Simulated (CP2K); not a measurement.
MoS2:

```
CELL_PARAMETERS angstrom
6.38318 0.00000 0.00000
5.59554 3.07162 0.00000
5.59554 1.43483 2.71591
ATOMIC_POSITIONS crystal
Mo 0.00000 0.00000 0.00000
S 0.25000 0.25000 0.25000
S 0.75000 0.75000 0.75000
```

Measurements of this composition are mostly on another form, of space group No. 194.

* Program: CP2K 2026.2
* Task: single point
* Functional: PBE
* Potentials or basis: POTENTIAL_UZH Mo GTH-PBE-q14, S GTH-PBE-q6; TZVP-MOLOPT-PBE-GTH basis
* Density cutoff: 6123 eV
* k mesh: 10 × 10 × 10
* Occupations: fermi-dirac, width 0.05 eV
* Spin: no spin polarisation

On this cell: pressure 9.4 GPa; largest force 1.171 eV/Å; band gap on the k mesh none (metal or under the smearing width).

The same run follows on a disturbed copy (atoms moved at random, drawn with an rms of 0.05 Å):

```
CELL_PARAMETERS angstrom
6.38318 0.00000 0.00000
5.59554 3.07162 0.00000
5.59554 1.43483 2.71591
ATOMIC_POSITIONS crystal
Mo 0.00526 0.98847 0.00654
S 0.24910 0.25717 0.23994
S 0.74176 0.73264 0.76980
```

Task: What changes?

Result: The energy (extrapolated to zero smearing) moves by +16.4 meV/atom; pressure 10.3 GPa; largest force 1.774 eV/Å; band gap on the k mesh none (metal or under the smearing width).

Forces on the atoms (eV/Å):
```
Mo  -0.831  0.010 -0.067
S   -0.874 -0.464  0.240
S    1.706  0.455 -0.174
```

Stress tensor (GPa, compression positive):
```
13.50  1.92 -2.39
 1.92 11.42 -0.90
-2.39 -0.90  6.13
```

Caveats: the cell's inner coordinates are idealised or old, which leaves forces on the atoms; the basis of atomic orbitals isn't converged, which shifts pressures, moduli and gaps.
